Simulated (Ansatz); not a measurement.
Here is an Ansatz input file for KNbO3, space group Pm-3m. Write the same calculation for the Python package.

```yaml
crystal:
  lattice:
    - [4.029183, 0.0, 0.0]
    - [0.0, 4.029183, 0.0]
    - [0.0, 0.0, 4.029183]
  atoms:
    - { symbol: K, position: [0.0, 0.0, 0.0] }
    - { symbol: Nb, position: [0.5, 0.5, 0.5] }
    - { symbol: O, position: [0.0, 0.5, 0.5] }
    - { symbol: O, position: [0.5, 0.0, 0.5] }
    - { symbol: O, position: [0.5, 0.5, 0.0] }
basis:
  ecutwfc: 550.0
kpoints:
  mp_grid:
    grid: [6, 6, 6]
hamiltonian:
  xc: pbe
scf:
  convergence:
    dr2_threshold: 1.0e-07
  occupations:
    method: fixed
dielectric: {}
```

At the Python prompt:
```pycon
>>> import ansatz as az
>>> import numpy as np
>>> FUNCTIONAL = 'PBE'
>>> CUTOFF_EV = 550
>>> KGRID = (6, 6, 6)
>>> TOLERANCE = 1e-07
>>> OCCUPATIONS = 'fixed'
>>> cell = (
...     az.Lattice.of((4.029183, 0.0, 0.0), (0.0, 4.029183, 0.0), (0.0, 0.0, 4.029183))
...     .atom('K', (0.0, 0.0, 0.0))
...     .atom('Nb', (0.5, 0.5, 0.5))
...     .atom('O', (0.0, 0.5, 0.5))
...     .atom('O', (0.5, 0.0, 0.5))
...     .atom('O', (0.5, 0.5, 0.0))
... )
>>> cell.resolved().tree()['lattice']
((4.029183, 0.0, 0.0), (0.0, 4.029183, 0.0), (0.0, 0.0, 4.029183))
>>> # an insulator: whole occupations
>>> calc = (
...     cell.calculation()
...     .functional(FUNCTIONAL)
...     .basis(CUTOFF_EV)  # a bare number is in eV
...     .kpoints(*KGRID)
...     .scf(tolerance=TOLERANCE)
...     .occupations(OCCUPATIONS)
...     .dielectric()
... )
>>> res = calc.run(threads=1)
>>> response = res.dielectric
>>> eps = np.asarray(response.eps_inf)
>>> print('eps_inf')
eps_inf
>>> np.round(eps, 3) + 0.0
array([[6.467, 0.   , 0.   ],
       [0.   , 6.467, 0.   ],
       [0.   , 0.   , 6.467]])
>>> for index, (site, z) in enumerate(zip(res.lattice.sites, response.zstar_e)):
...     print('Born charge tensor of', site.symbol, index)
...     print(np.round(z, 3) + 0.0)
...
Born charge tensor of K 0
[[1.135 0.    0.   ]
 [0.    1.135 0.   ]
 [0.    0.    1.135]]
Born charge tensor of Nb 1
[[9.661 0.    0.   ]
 [0.    9.661 0.   ]
 [0.    0.    9.661]]
Born charge tensor of O 2
[[-7.356  0.     0.   ]
 [ 0.    -1.72   0.   ]
 [ 0.     0.    -1.72 ]]
Born charge tensor of O 3
[[-1.72   0.     0.   ]
 [ 0.    -7.356  0.   ]
 [ 0.     0.    -1.72 ]]
Born charge tensor of O 4
[[-1.72   0.     0.   ]
 [ 0.    -1.72   0.   ]
 [ 0.     0.    -7.356]]
>>> print(f'charge neutrality missed by {response.zstar_sum_residual_pre_e:.4f} e before the sum rule')
charge neutrality missed by 0.0051 e before the sum rule
```

Reading the output:
- No spin polarisation was allowed.
- Under fixed occupations the level called the Fermi level is the highest filled one on the SCF mesh; off the mesh a filled band can lie a little above it.
- This is a high-temperature or high-pressure form, not the ambient phase.
- The structure comes from a database of computed cells and needn't be a stable or known phase.
- This is the electronic (clamped-ion) response; a semilocal gap that is too small tends to raise it. The typed mesh is that of the SCF; the response is solved on denser meshes that the run picks.
- Hardware and time: 49 s on 1 thread of Arm Neoverse V2, on a shared host, peak memory 0.74 GiB.

(Lines on the test bed's own set-up are left out of the output.)
